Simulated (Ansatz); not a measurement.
The system is Hf.

```
Hf
1.0
     3.19670    0.00000    0.00000
    -1.59835    2.76842    0.00000
     0.00000    0.00000    5.05780
Hf
2
Direct
  0.66667 0.33333 0.75000
  0.33333 0.66667 0.25000
```

Base run:

- Program: Ansatz 0.2.0
- Functional: LDA
- Potentials or basis: Ansatz PAW
- Cutoff: 420 eV (not typed: the program's choice for these potentials)
- k mesh: 10 × 10 × 5
- Occupations: fermi-dirac, width 0.05 eV
- Spin: no spin polarisation

Its results: band gap on the k mesh none (metal or under the smearing width); pressure -7.8 GPa.

After a change of settings the same cell gave: band gap on the k mesh none (metal or under the smearing width); pressure 3.4 GPa. Which change was it?
A. functional from LDA to PBEsol
B. functional from LDA to BLYP
C. functional from LDA to r2SCAN; cutoff from 420 eV (not typed: the program's choice for these potentials) to 500 eV (not typed: the program's choice for these potentials)

B.

BLYP binds less tightly than LDA, so the same cell stands under more pressure.

Caveats: spin-orbit coupling is left out, which moves the levels of the heavy elements; the PAW data sets come from PBE, with cores solved anew for the run's functional, which leaves a small shift of forces and pressure.

Runs at the PBE level aren't shown here.
